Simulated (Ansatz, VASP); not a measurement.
One calculation of TaN, two programs

```
CELL_PARAMETERS angstrom
0.00000 2.21132 2.21132
2.21132 0.00000 2.21132
2.21132 2.21132 0.00000
ATOMIC_POSITIONS crystal
Ta 0.50000 0.50000 0.50000
N 0.00000 0.00000 0.00000
```

The cell comes from a database or a generator and needn't be the stable form of this composition.

Alike in both runs: task single point; functional PBE; k mesh 10 × 10 × 10; occupations fermi-dirac, width 0.05 eV; no spin polarisation.

```csv
,VASP,Ansatz
version,VASP 6.6.1,Ansatz 0.2.0
potentials or method,"VASP PAW PBE potentials, release 64 (Ta_pv, N)",Ansatz PAW
plane-wave cutoff (eV),520,420
valence electrons in the cell,16,18
```

Ansatz gave:

| Quantity | Value |
| --- | --- |
| gap on the k mesh at the Fermi level (eV) | none |
| pressure (GPa) | -1.3 |

Task: Estimate VASP's values.

Result: gap on the k mesh at the Fermi level (eV): none; pressure (GPa): -0.6.

A gap of «none» marks a metal or a gap that the smearing closes. The two sets of potentials don't hold the same shells in valence.

Caveats: the pressure holds a Pulay correction of +0.5 GPa for the finite cutoff (Ansatz). Spin-orbit coupling is left out, which matters for the levels of Ta.
